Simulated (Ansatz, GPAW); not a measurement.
ZnS: 3 runs at one level of theory

```xyz
2
Lattice="0.0000 2.7020 2.7020 2.7020 0.0000 2.7020 2.7020 2.7020 0.0000" Properties=species:S:1:pos:R:3 pbc="T T T"
Zn    4.0530    4.0530    4.0530
S     0.0000    0.0000    0.0000
```

Alike in all runs: task band structure; functional revPBE; k mesh 9 × 9 × 9; occupations fermi-dirac, width 0.05 eV; no spin polarisation; no spin-orbit coupling. Pressure is positive in compression and, in plane waves, holds the error of the finite cutoff, which Ansatz's Pulay term estimates and takes out. Gaps are the smaller of the mesh's and the band path's.

```
                                                    program and potentials  plane-wave cutoff (eV)                                                                                   notes  band gap (eV)  pressure (GPa)
                                                        Ansatz, Ansatz PAW                     420  potentials made for PBE, which Ansatz adapts in part; Pulay term of +0.08 GPa included           2.23            3.48
GPAW, the program's PAW data sets (release 1.2.1) made for this functional                     600                                                                                       -           2.23            3.70
                            Ansatz, all-electron LAPW, scalar-relativistic                       -                                                                                       -           2.24            3.49
```

The band gap spans 2.23 (GPAW, the program's PAW data sets (release 1.2.1) made for this functional) to 2.24 eV (Ansatz, all-electron LAPW, scalar-relativistic), with all-electron results at 2.24. The pressure spans 3.48 (Ansatz, Ansatz PAW) to 3.70 GPa (GPAW, the program's PAW data sets (release 1.2.1) made for this functional), with all-electron results at 3.49. Some sets were made for another functional than the one run, which can shift their rows.

Differences between rows come from potentials, basis sets and numerical settings, since the functional is the same but for its coding. Runs on potential files found faulty are left out.
